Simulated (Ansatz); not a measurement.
GaN: energy along a strain

GaN, Fm-3m, a = 4.270 Å (as given, not relaxed at this level: -7.7 GPa). This isn't the usual stable structure of the compound. Ansatz: PBEsol, PAW, 420 eV, Γ-centred 14×14×14 mesh on 2 atoms, Gaussian smearing 0.03 eV; no spin polarisation. Cell vectors (Å): 0.000 2.135 2.135; 2.135 0.000 2.135; 2.135 2.135 0.000. The cell is strained by x per cent times the pattern (0 1 0 0 0 0) in the order xx yy zz yz xz xy (engineering shears), with fractional coordinates held. y is the free energy over the start, V0 = 9.735 Å³/atom.

```
x (%) y (meV/atom)
-6.00             ?
-4.50          0.73
-3.00         -4.95
-1.50         -4.87
 0.00          0.00
 1.50          8.90
 3.00         21.09
 4.50         35.93
 5.25         44.19
 6.00         52.97
```

Question: Fit y = c1 x + c2 x² + c3 x³ to the other rows, get the stiffness along the pattern, and predict the missing energy.

Answer: Least squares on the rows shown. y = 4.6350 x + 0.90544 x² − 0.034850 x³. The clamped-ion stiffness p·C·p = 2 × 9.054 eV × 160.2 / 9.735 Å³ = 298 GPa, which is C22 in these axes (C11 of the cubic crystal) (second derivative at the start, which stands under stress). At x = -6.00 the fit asked for gives 12.31 meV/atom. The run gave 13.25 meV/atom, so the fit is 0.94 meV/atom too low, 1.6 % of the span of the series, against an rms of 0.08 meV/atom on the fitted rows. The row lies outside the fitted range. With a term in x⁴ added, a fit to the same known rows predicts 13.18 meV/atom, so most of the miss is curvature that the known rows already hold.